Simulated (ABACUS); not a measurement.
Runs of ABACUS 3.10.1 on Bi. It takes space group Im-3m (No. 229, cubic). The conventional cell has a = 3.963 Å, b = 3.963 Å, c = 3.963 Å, α = 90.00°, β = 90.00°, γ = 90.00°. Bi (site symmetry m-3m) has 8 Bi at 3.43 Å as nearest neighbours. This isn't the form of Bi at room conditions, which is rhombohedral.

```tsv
task	level	potentials or basis	cell	k mesh	cutoff (eV)	max steps of the relaxation	force threshold	optimiser	stress threshold	symmetry key	mesh quality	gap on the mesh (eV)	pressure (GPa)	relaxed volume (Å³/atom)
relaxation of cell and atoms	TPSS	SG15 ONCV 1.2 PBE, plane waves	relaxed	6 × 6 × 6	1034	60	0.01 eV/Å	cg	0.5 kbar	1	coarse	none	0.0	30.73
relaxation of cell and atoms	M06-L	SG15 ONCV 1.2 PBE, plane waves	relaxed	6 × 6 × 6	1034	60	0.005 eV/Å	cg	0.5 kbar	1	coarse	none	0.0	31.32
single point	M06-L	SG15 ONCV 1.2 PBE, plane waves	as given	6 × 6 × 6	1034	-	-	-	-	1	coarse	none	(a)	-
single point	HCTH407	SSSP 1.3 efficiency PBE, plane waves	as given	7 × 7 × 7	748	-	-	-	-	1	not flagged	none	2.8	-
```

Alike in all rows: no spin polarisation; smearing fermi-dirac 0.05 eV.

Problem. Estimate the missing entries.

Solution. (a) 0.4.

Caveats: some runs use coarse meshes; the potentials were made for another functional, which shifts forces and pressure; spin-orbit coupling is left out, which moves the levels of the heavy elements.

A k mesh can miss the band edges, and the runs leave out spin-orbit coupling on Bi.

A gap of «none» marks a metal or a gap under the smearing width.

Runs at the PBE level aren't shown here.
